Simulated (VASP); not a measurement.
Runs of VASP 6.6.1 on Pt. Symmetry: Im-3m, No. 229, cubic system. Conventional cell: a = 3.120 Å, b = 3.120 Å, c = 3.120 Å, α = 90.00°, β = 90.00°, γ = 90.00°. Pt (site symmetry m-3m) is surrounded by 8 Pt at 2.70 Å. This isn't the form of Pt at room conditions, which is fcc.

| level | k mesh | cutoff (eV) | smearing | gap on the mesh (eV) | pressure (GPa) |
| --- | --- | --- | --- | --- | --- |
| r2SCAN | 18 × 18 × 18 | 520 | gaussian 0.1 eV | none | (a) |
| PBEsol | 18 × 18 × 18 | 900 | gaussian 0.1 eV | none | 0.0 |
| PBEsol | 18 × 18 × 18 | 520 | gaussian 0.5 eV | none | 1.1 |
| PBEsol | 28 × 28 × 28 | 520 | gaussian 0.1 eV | none | 0.0 |
| PBEsol | 18 × 18 × 18 | 700 | gaussian 0.1 eV | none | 0.0 |

Alike in all rows: task single point; potentials or basis VASP PAW PBE potentials, release 64 (Pt); no spin polarisation; cell as given.

Question: Fill in the values left out.

Answer: (a) 5.7.

Caveats: the PAW data sets were made with another functional, which shifts forces and pressure a little.

A k mesh can miss the band edges, and the runs leave out spin-orbit coupling on Pt.

A gap of «none» marks a metal or a gap under the smearing width.
